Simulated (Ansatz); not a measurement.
# From the elastic tensor of BeTe to moduli and sound speeds

All numbers below come from DFT PBEsol, spin-orbit coupling, plane waves, PAW in Ansatz 0.2.0. Cutoff 420 eV, 8×8×8 k-points (Γ-centred), fixed occupations. Spin–orbit coupling included, no magnetic order.

The structure is cubic, space group F-43m (No. 216). The conventional cell has a = 5.607 Å, b = 5.607 Å, c = 5.607 Å, α = 90.00°, β = 90.00°, γ = 90.00°. Be (site symmetry -43m) has 4 Te at 2.43 Å as nearest neighbours. Te (site symmetry -43m) is surrounded by 4 Be at 2.43 Å.

The cell is the ideal cubic zincblende prototype.

Relaxed-ion constants (GPa, on the Cartesian axes of the calculation):
```
99.6 40.0 40.0  0.0  0.0  0.0
40.0 99.6 40.0  0.0  0.0  0.0
40.0 40.0 99.6  0.0  0.0  0.0
 0.0  0.0  0.0 50.2  0.0  0.0
 0.0  0.0  0.0  0.0 50.2  0.0
 0.0  0.0  0.0  0.0  0.0 50.2
```

Density 5.147 g/cm³; 2 atoms in 44.07 Å³.

The values that follow are for a polycrystal of randomly turned grains, by Hill's mean where one number stands.

With S = C⁻¹: B_V = (C11+C22+C33+2(C12+C13+C23))/9, G_V = (C11+C22+C33−C12−C13−C23+3(C44+C55+C66))/15, 1/B_R = S11+S22+S33+2(S12+S13+S23), 15/G_R = 4(S11+S22+S33−S12−S13−S23)+3(S44+S55+S66); Hill is their mean. Then v_l = √((B+4G/3)/ρ), v_t = √(G/ρ), v_m = [(2/v_t³+1/v_l³)/3]^(−1/3) and Θ = (ħ/k_B)·v_m·(6π²n/V)^(1/3) for n atoms in the volume V; E = 9BG/(3B+G), ν = (3B−2G)/(2(3B+G)) and A^U = 5G_V/G_R + B_V/B_R − 6.

```
Bulk modulus, Voigt / Reuss / Hill          : 59.9 / 59.9 / 59.9 GPa
Shear modulus, Voigt / Reuss / Hill         : 42.1 / 39.4 / 40.8 GPa
Young's modulus                             : 100 GPa
Poisson ratio                               : 0.223
Pugh ratio B/G                              : 1.47
Universal anisotropy index                  : 0.33
Longitudinal and transverse sound speeds    : 4711 and 2814 m/s
Debye temperature from the mean sound speed : 331 K
```

Cost: 1 run of about 8.2 core-minutes, on Intel Xeon Processor @ 2.50GHz (Skylake/Cascade Lake) (shared hosts).